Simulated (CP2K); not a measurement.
# BeTe under changes of volume

One of the cells (21.254 Å³/atom); the others are scaled copies at fixed shape and fractional positions:

```
Te Be
1.0
     3.91737    0.00000    0.00000
     1.95869    3.39254    0.00000
     1.95869    1.13085    3.19852
Te Be
1 1
Direct
  0.75000 0.75000 0.75000
  0.00000 0.00000 0.00000
```

```yaml
Program: CP2K 2026.2
Functional: PBEsol
Potentials_or_basis: POTENTIAL_UZH Te GTH-PBE-q6, Be GTH-PBE-q4; TZVP-MOLOPT-PBE-GTH basis
Density_cutoff: 11565 eV
k_mesh: 8 × 8 × 8
Occupations: fermi-dirac, width 0.0259 eV
Spin: no spin polarisation
```

```tsv
volume (Å³/atom)	energy over the lowest point (meV/atom)	pressure (GPa)	gap on the mesh (eV)
19.979	?	?	?
20.404	49.94	7.7	2.32
20.829	31.89	5.9	2.37
21.254	18.25	4.4	2.42
21.679	8.63	2.9	2.46
22.104	2.64	1.6	2.50
22.529	0.00	0.4	2.54
```

Task: What does the run at 19.979 Å³/atom give?

Result: Energy over the lowest point 72.85 meV/atom; pressure 9.6 GPa; gap on the mesh 2.27 eV.

Worked out: A Birch-Murnaghan fit of order 3 (a polynomial in V^(-2/3)) to the other rows has its minimum at 22.68 Å³/atom, just outside them, with B0 = V·E''(V) = 59 GPa and B' = 3.9. It gives 72.83 meV/atom at 19.979 Å³/atom, against the run's 72.85, and -dE/dV = 9.6 GPa, against 9.6. A straight line through the other rows of the gap, of slope 2.21 eV per unit of ln V, extrapolates to 2.28 eV, against the run's 2.27.

Energies are extrapolated to zero smearing.

Caveats: the potentials were made for another functional, which shifts forces and pressure; spin-orbit coupling is left out, which moves the levels of the heavy elements; the basis of atomic orbitals isn't converged, which shifts pressures, moduli and gaps.

A mesh can miss the band edges.
